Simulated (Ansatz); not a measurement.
A relaxation computed with Ansatz, from input to last step.

```yaml
crystal:
  lattice:
    - [2.4788850882, 0.0, 0.0]
    - [-1.2394425441, 2.1467774594, 0.0]
    - [0.0, 0.0, 4.0258389932]
  atoms:
    - { symbol: Mn, position: [0.3333333333, 0.6666666667, 0.25] }
    - { symbol: Mn, position: [0.6666666667, 0.3333333333, 0.75] }
basis:
  ecutwfc: 420
kpoints:
  mp_grid: { grid: [18, 18, 10] }
hamiltonian:
  xc: pbe
scf:
  occupations: { method: gaussian, width: 0.1 }
output:
  forces: true
  stress: true
  eigenvalues: true
  write_density: true
  write_potential: true
  elf: true
  volumetric_format: npy
relax:
  adjacent_minimum: "off"
  f_tol: 0.01
  max_steps: 60
  cell: { stress_tol: 0.1 }
```

```bash
ansatz run input.yaml --threads 1 --pin off --max-ram 2560MiB --backend cpu --events-out ev --progress --plain --runs-dir out
```

Level of theory: DFT PBE, scalar-relativistic, plane waves, PAW (Ansatz).

Of 4 frames 3 are shown, positions in Å and forces in eV/Å; the SCF threshold varies from step to step. Steps run on the plane waves of an earlier cell, with a Pulay correction in the pressure. The basis is chosen afresh for the last frame, the zero of the energies, and at times for earlier ones too; energy and pressure step there, also at an unchanged geometry.

```xyz
2
Lattice="2.4789 0.0000 0.0000 -1.2394 2.1468 0.0000 0.0000 0.0000 4.0258" Properties=species:S:1:pos:R:3:forces:R:3 pbc="T T T" step=1 free_energy_over_end_meV_per_atom=0.09 pressure_GPa=-0.16
Mn    0.0000    1.4312    1.0065    0.0000    0.0000    0.0000
Mn    1.2394    0.7156    3.0194    0.0000    0.0000    0.0000
2
Lattice="2.4799 0.0000 0.0000 -1.2400 2.1477 0.0000 0.0000 0.0000 4.0211" Properties=species:S:1:pos:R:3:forces:R:3 pbc="T T T" step=2 free_energy_over_end_meV_per_atom=0.02 pressure_GPa=-0.06
Mn    0.0000    1.4318    1.0053    0.0000    0.0000    0.0000
Mn    1.2400    0.7159    3.0158    0.0000    0.0000    0.0000
2
Lattice="2.4812 0.0000 0.0000 -1.2406 2.1488 0.0000 0.0000 0.0000 4.0162" Properties=species:S:1:pos:R:3:forces:R:3 pbc="T T T" step=4 free_energy_over_end_meV_per_atom=0.00 pressure_GPa=-0.02
Mn    0.0000    1.4325    1.0040    0.0000    0.0000    0.0000
Mn    1.2406    0.7163    3.0121    0.0000    0.0000    0.0000
```

The run took 20 s on 1 thread of Intel(R) Xeon(R) Processor @ 2.70GHz, with other jobs on the host, peak memory 0.4 GiB.

Spin polarisation was left out, and a magnetic state may lie lower.